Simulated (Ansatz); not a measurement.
BN under pressure

Computed with DFT PBE, scalar-relativistic, plane waves, PAW (Ansatz). Settings: 420 eV plane-wave cutoff, Γ-centred 12×12×12 mesh, fixed occupations. No spin polarisation. Phonons by linear response, acoustic sum rule imposed.

Equilibrium structure at this level:
```cif
data_structure
_symmetry_space_group_name_H-M 'F-43m'
_symmetry_Int_Tables_number 216
_cell_length_a 3.6247
_cell_length_b 3.6247
_cell_length_c 3.6247
_cell_angle_alpha 90.000
_cell_angle_beta 90.000
_cell_angle_gamma 90.000
_cell_volume 47.62
loop_
_atom_site_label
_atom_site_type_symbol
_atom_site_symmetry_multiplicity
_atom_site_Wyckoff_symbol
_atom_site_fract_x
_atom_site_fract_y
_atom_site_fract_z
_atom_site_occupancy
B1 B 4 a 0.00000 0.00000 0.00000 1
N1 N 4 c 0.25000 0.25000 0.25000 1
```

**Question.** The cell is relaxed again at -3 and -1 and 1 and 2 and 4 and 6 and 7 and 9 and 12 and 16 and 18 and 20 and 25 and 30 and 35 and 40 and 50 GPa. How do volume, gap and optical modes at Γ (cm⁻¹, counted from the lowest optical one; a degenerate one stands once) change?

**Answer.**
```
          0 GPa  -3 GPa  -1 GPa  1 GPa  2 GPa  4 GPa  6 GPa  7 GPa  9 GPa  12 GPa  16 GPa  18 GPa  20 GPa  25 GPa  30 GPa  35 GPa  40 GPa  50 GPa
    V/V0  1.000   1.008   1.003  0.997  0.995  0.990  0.984  0.982  0.977   0.970   0.961   0.956   0.952   0.942   0.932   0.922   0.913   0.896
gap (eV)   4.46    4.45    4.46   4.47   4.47   4.47   4.48   4.48   4.49    4.49    4.50    4.51    4.51    4.52    4.53    4.54    4.55    4.57
ε∞, mean   4.61    4.62    4.62   4.61   4.61   4.60   4.60   4.60   4.59    4.58    4.57    4.57    4.57    4.56    4.55    4.54    4.53    4.52
  mode 1   1026    1016    1023   1030   1033   1040   1047   1050   1056    1066    1078    1084    1090    1105    1120    1134    1147    1173
```